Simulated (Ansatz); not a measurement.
## Li under changes of volume

One of the cells (21.609 Å³/atom); the others are scaled copies at fixed shape and fractional positions:

```xyz
1
Lattice="-1.7547 1.7547 1.7547 1.7547 -1.7547 1.7547 1.7547 1.7547 -1.7547" Properties=species:S:1:pos:R:3 pbc="T T T"
Li    0.0000    0.0000    0.0000
```

```yaml
Program: Ansatz 0.2.0
Functional: PBEsol0
Potentials_or_basis: Ansatz PAW
Cutoff: "420 eV (not typed: the program's choice for these potentials)"
k_mesh: 6 × 6 × 6
Occupations: fermi-dirac, width 0.05 eV
Spin: no spin polarisation
```

```csv
volume (Å³/atom),energy over the lowest point (meV/atom),pressure (GPa)
20.312,1.02,0.5
20.744,?,?
21.177,0.00,-0.1
21.609,0.56,-0.3
22.041,1.75,-0.6
22.473,3.52,-0.8
22.905,5.83,-0.9
```

Question: What does the run at 20.744 Å³/atom give?

Answer: Energy over the lowest point 0.13 meV/atom; pressure 0.2 GPa.

Worked out: A Birch-Murnaghan fit of order 3 (a polynomial in V^(-2/3)) to the other rows has its minimum at 21.04 Å³/atom with B0 = V·E''(V) = 12.8 GPa and B' = 3.1. It gives 0.13 meV/atom at 20.744 Å³/atom, against the run's 0.13, and -dE/dV = 0.2 GPa, against 0.2.

Energies are extrapolated to zero smearing.

Caveats: all runs use coarse meshes; the PAW data sets were made with another functional, which shifts forces and pressure a little; the thresholds are loose for stress.
